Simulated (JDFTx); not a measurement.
# PbS (R3m) in JDFTx: reference runs

Reference runs on PbS: the cell as given.

All numbers are computed with JDFTx 1.7.0 (patched build); they aren't measurements. Logs are shortened: lines on timing, memory, paths and dates and some standing lists are left out, and cuts for length are marked. The log counts tension as positive stress, the text compression.

**1. The crystal as given**

It takes space group R3m (No. 160, trigonal). Conventional cell: a = 4.225 Å, b = 4.225 Å, c = 10.356 Å, α = 90.00°, β = 90.00°, γ = 120.00°. Pb (site symmetry 3m) has 6 S at 2.96 to 3.02 Å as nearest neighbours. Around S (site symmetry 3m) lie 6 Pb at 2.96 to 3.02 Å.

The cell is a database's computed one.

**2. Single point, PBEsol**

PbS.in reads:

```
lattice \
    3.9923520179    -3.9923520179     0.0000000000 \
    2.3049855122     2.3049855122    -4.6099710245 \
    6.5231763210     6.5231763210     6.5231763210
coords-type Lattice
ion Pb     0.9805657800     0.9805657800     0.9805657800 1
ion S      0.4750355500     0.4750355500     0.4750355500 1

ion-species pseudo/Pb.upf
ion-species pseudo/S.upf
elec-cutoff 28 224
elec-ex-corr gga-PBEsol
kpoint-folding 8 8 8
elec-smearing Fermi 0.0018374661
elec-n-bands 16
electronic-SCF nIterations 100 energyDiffThreshold 1e-09
electronic-minimize nIterations 30 energyDiffThreshold 1e-7
converge-empty-states yes
forces-output-coords Cartesian

dump-name run.$VAR
dump End Ecomponents EigStats BandEigs Kpoints Forces Stress ElecDensity Dtot KEdensity
```

Potentials or basis: PseudoDojo-SR-PBEsol-0.4.1-standard with smoothed tails.

Started as:

```sh
> jdftx -c 1 -i PbS.in -o PbS.out
```

The log of the run:

```text
*************** JDFTx 1.7.0 (patched build) ***************

Input parsed successfully to the following command list (including defaults):
[... the input with its defaults ...]

---------- Setting up symmetries ----------

Non-trivial transmission matrix:
[   1   0   0  ]
[  -1   1   0  ]
[   0  -1   1  ]
with reduced lattice vectors:
[      7.984704     -3.992352      0.000000  ]
[      0.000000      6.914957     -4.609971  ]
[      0.000000      0.000000      6.523176  ]

Found 12 point-group symmetries of the bravais lattice
Found 6 space-group symmetries with basis
Applied RMS atom displacement 0 bohrs to make symmetries exact.

---------- Initializing the Grid ----------
R =
[      3.99235     -3.99235            0  ]
[      2.30499      2.30499     -4.60997  ]
[      6.52318      6.52318      6.52318  ]
unit cell volume = 360.17
G =
[   0.786903   0.454318    0.32107  ]
[  -0.786903   0.454318    0.32107  ]
[ 1.18409e-17  -0.908637    0.32107  ]
Minimum fftbox size, Smin = [  56  56  56  ]
Chosen fftbox size, S = [  56  56  56  ]

---------- Initializing tighter grid for wavefunction operations ----------
R =
[      3.99235     -3.99235            0  ]
[      2.30499      2.30499     -4.60997  ]
[      6.52318      6.52318      6.52318  ]
unit cell volume = 360.17
G =
[   0.786903   0.454318    0.32107  ]
[  -0.786903   0.454318    0.32107  ]
[ 1.18409e-17  -0.908637    0.32107  ]
Minimum fftbox size, Smin = [  40  40  40  ]
Chosen fftbox size, S = [  40  40  40  ]

---------- Exchange Correlation functional ----------
Initalized PBEsol GGA exchange.
Initalized PBEsol GGA correlation.

---------- Setting up pseudopotentials ----------
Width of ionic core gaussian charges (only for fluid interactions / plotting) set to 0

Reading pseudopotential file 'pseudo/Pb.upf':
  'Pb' pseudopotential, 'PBESOL' functional
  Generated using ONCVPSP code by D. R. Hamann
  14 valence electrons, 3 orbitals, 6 projectors, 1001 radial grid points, with lMax = 2
    5D    l: 2   occupation: 10.0   eigenvalue: -0.777665
    6S    l: 0   occupation:  2.0   eigenvalue: -0.444510
    6P    l: 1   occupation:  2.0   eigenvalue: -0.129233
  Core radius for overlap checks: 2.30 bohrs.

Reading pseudopotential file 'pseudo/S.upf':
  'S' pseudopotential, 'PBESOL' functional
  Generated using ONCVPSP code by D. R. Hamann
  6 valence electrons, 2 orbitals, 6 projectors, 1001 radial grid points, with lMax = 2
    3S    l: 0   occupation:  2.0   eigenvalue: -0.631879
    3P    l: 1   occupation:  4.0   eigenvalue: -0.256451
  Core radius for overlap checks: 1.58 bohrs.

Initialized 2 species with 2 total atoms.

Folded 1 k-points by 8x8x8 to 512 k-points.

---------- Setting up k-points, bands, fillings ----------
Adding inversion symmetry to k-mesh for non-inversion-symmetric unit cell.
Reduced to 65 k-points under symmetry.
Computing the number of bands and number of electrons
Calculating initial fillings.
nElectrons:  20.000000   nBands: 16   nStates: 65

----- Setting up reduced wavefunction bases (one per k-point) -----
average nbasis = 2549.166 , ideal nbasis = 2548.816

---------- Setting up ewald sum ----------
Optimum gaussian width for ewald sums = 2.564898 bohr.
Real space sum over 1331 unit cells with max indices [  5  5  5  ]
Reciprocal space sum over 2197 terms with max indices [  6  6  6  ]

---------- Allocating electronic variables ----------
Initializing wave functions:  linear combination of atomic orbitals
Note: number of bands (16) exceeds available atomic orbitals (13)
Pb pseudo-atom occupations:   s ( 2 )  p ( 2 )  d ( 10 )
S pseudo-atom occupations:   s ( 2 )  p ( 4 )
	FillingsUpdate:  mu: +0.355667174  nElectrons: 20.000000
LCAOMinimize: Iter:   0  F: -70.5960149322794024  |grad|_K:  2.884e-03  alpha:  1.000e+00
	FillingsUpdate:  mu: +0.329922752  nElectrons: 20.000000
LCAOMinimize: Iter:   1  F: -70.6265506574502666  |grad|_K:  6.872e-04  alpha:  3.318e-01  linmin: -3.945e-01  cgtest:  9.067e-01
LCAOMinimize: Encountered beta<0, resetting CG.
[... 7 lines of inner loops ...]
LCAOMinimize: Iter:   5  F: -70.6281359098555015  |grad|_K:  1.421e-07  alpha:  9.478e-01  linmin:  2.893e-04  cgtest:  5.543e-05
	FillingsUpdate:  mu: +0.324273892  nElectrons: 20.000000
LCAOMinimize: Iter:   6  F: -70.6281359099663177  |grad|_K:  1.563e-08  alpha:  6.599e-01  linmin:  3.264e-03  cgtest: -4.144e-03
LCAOMinimize: Converged (|Delta F|<1.000000e-06 for 2 iters).

-------- Electronic minimization -----------
Will mix electronic density at each iteration.
	FillingsUpdate:  mu: +0.324273892  nElectrons: 20.000000
	FillingsUpdate:  mu: +0.311032088  nElectrons: 20.000000
SCF: Cycle:  0   F: -70.655829113146382   dF: -2.769e-02   |Residual|: 3.946e-02   |deigs|: 1.223e-01
	FillingsUpdate:  mu: +0.307425754  nElectrons: 20.000000
SCF: Cycle:  1   F: -70.658846248873431   dF: -3.017e-03   |Residual|: 1.065e-02   |deigs|: 1.025e-02
	FillingsUpdate:  mu: +0.306892496  nElectrons: 20.000000
SCF: Cycle:  2   F: -70.658936401255559   dF: -9.015e-05   |Residual|: 4.290e-03   |deigs|: 2.062e-03
	FillingsUpdate:  mu: +0.307064006  nElectrons: 20.000000
SCF: Cycle:  3   F: -70.658948419952793   dF: -1.202e-05   |Residual|: 6.779e-04   |deigs|: 7.812e-04
	FillingsUpdate:  mu: +0.307071420  nElectrons: 20.000000
SCF: Cycle:  4   F: -70.658950038221519   dF: -1.618e-06   |Residual|: 2.710e-04   |deigs|: 2.465e-04
	FillingsUpdate:  mu: +0.307120279  nElectrons: 20.000000
SCF: Cycle:  5   F: -70.658950833441054   dF: -7.952e-07   |Residual|: 9.292e-05   |deigs|: 1.949e-04
	FillingsUpdate:  mu: +0.307122134  nElectrons: 20.000000
SCF: Cycle:  6   F: -70.658951001297709   dF: -1.679e-07   |Residual|: 4.762e-05   |deigs|: 1.081e-04
	FillingsUpdate:  mu: +0.307130735  nElectrons: 20.000000
SCF: Cycle:  7   F: -70.658951094020694   dF: -9.272e-08   |Residual|: 1.536e-05   |deigs|: 1.802e-04
	FillingsUpdate:  mu: +0.307131749  nElectrons: 20.000000
SCF: Cycle:  8   F: -70.658951117676139   dF: -2.366e-08   |Residual|: 6.034e-06   |deigs|: 9.757e-05
	FillingsUpdate:  mu: +0.307132437  nElectrons: 20.000000
SCF: Cycle:  9   F: -70.658951131816181   dF: -1.414e-08   |Residual|: 4.736e-06   |deigs|: 2.082e-04
	FillingsUpdate:  mu: +0.307132472  nElectrons: 20.000000
SCF: Cycle: 10   F: -70.658951134784161   dF: -2.968e-09   |Residual|: 1.739e-06   |deigs|: 1.157e-04
	FillingsUpdate:  mu: +0.307132480  nElectrons: 20.000000
SCF: Cycle: 11   F: -70.658951136882351   dF: -2.098e-09   |Residual|: 1.878e-06   |deigs|: 1.832e-04
	FillingsUpdate:  mu: +0.307132289  nElectrons: 20.000000
SCF: Cycle: 12   F: -70.658951137305465   dF: -4.231e-10   |Residual|: 3.035e-06   |deigs|: 9.960e-05
	FillingsUpdate:  mu: +0.307132282  nElectrons: 20.000000
SCF: Cycle: 13   F: -70.658951137599686   dF: -2.942e-10   |Residual|: 3.467e-06   |deigs|: 1.293e-04
SCF: Converged (|Delta E|<1.000000e-09 for 2 iters).

Setting wave functions to eigenvectors of Hamiltonian
Converging empty states (this may take a while):
EmptyStates: None of the convergence criteria satisfied.
|deigs|: 1.556e-03

# Stress tensor in Cartesian coordinates [Eh/a0^3]:
[   6.7872e-05            0            0  ]
[            0   6.7872e-05            0  ]
[            0            0  6.73448e-05  ]

# Ionic positions in lattice coordinates:
ion Pb   0.980565780000000   0.980565780000000   0.980565780000000 1
ion S   0.475035550000000   0.475035550000000   0.475035550000000 1

# Forces in Cartesian coordinates:
force Pb  -0.000000000000000   0.000000000000000  -0.000216392789427 1
force S   0.000000000000000  -0.000000000000000   0.000221902623578 1

# Energy components:
   Eewald =      -55.1890747343842420
       EH =       15.4112803872935658
     Eloc =      -44.1028119118847073
      Enl =      -12.8542939613486258
      Exc =      -22.9411987268263999
 Exc_core =       10.6664784566388100
       KE =       38.3506756107138287
-------------------------------------
     Etot =      -70.6589448797977582
       TS =        0.0000062578019277
-------------------------------------
        F =      -70.6589511375996864

IonicMinimize: Iter:   0  F: -70.658951137599686  |grad|_K:  1.265e-04
IonicMinimize: None of the convergence criteria satisfied after 0 iterations.

#--- Lowdin population analysis ---
# oxidation-state Pb +0.463
# oxidation-state S -0.418

Dumping 'run.eigStats' ...
	eMin: -0.316487 at state 20 ( [ +0.000000 +0.500000 +0.500000 ] spin 0 )
	HOMO: +0.300533 at state 4 ( [ +0.000000 +0.000000 +0.500000 ] spin 0 )
	mu  : +0.307133
	LUMO: +0.313734 at state 4 ( [ +0.000000 +0.000000 +0.500000 ] spin 0 )
	eMax: +0.745921 at state 20 ( [ +0.000000 +0.500000 +0.500000 ] spin 0 )
	HOMO-LUMO gap: +0.013201
	Optical gap  : +0.013201 at state 4 ( [ +0.000000 +0.000000 +0.500000 ] spin 0 )
WARNING: the last solve of the electrons (or of bands or displaced states from it) ended unconverged.
Done!
```

Run time: 2.1 min. Hardware: 1 thread of AMD EPYC 7R43 (Zen 3), shared host; peak memory 0.19 GiB.

What came out:

```yaml
Free_energy: -1922.7280 eV
Pressure: -2.0 GPa
Largest_force: 0.011 eV/Å
Band_gap_on_the_k_mesh: 0.36 eV, direct
Loewdin_charges: Pb +0.46; S -0.42 e
```

Forces in eV/Å, atoms in the order of the input:
```
Pb   0.000  0.000 -0.011
S    0.000  0.000  0.011
```

Levels at points of the mesh, in eV from the valence-band top:
| k point | band 7 | band 8 | band 9 | band 10 | band 11 | band 12 | band 13 |
| --- | --- | --- | --- | --- | --- | --- | --- |
| (0.00, 0.00, 0.00) | -6.07 | -2.02 | -2.02 | -2.01 | 5.09 | 5.12 | 5.12 |
| (0.00, 0.00, 0.50) | -8.73 | -1.65 | -1.65 | 0.00 | 0.36 | 1.98 | 1.99 |
| (0.00, 0.50, 0.50) | -7.18 | -5.02 | -3.28 | -3.27 | 3.83 | 5.49 | 5.59 |
| (0.50, 0.50, 0.50) | -8.72 | -1.65 | -1.65 | -0.04 | 0.40 | 1.98 | 1.98 |

Caveat: the empty levels aren't tightly converged; spin-orbit coupling is left out, which as a rule narrows the gap of such compounds by several tenths of an eV.
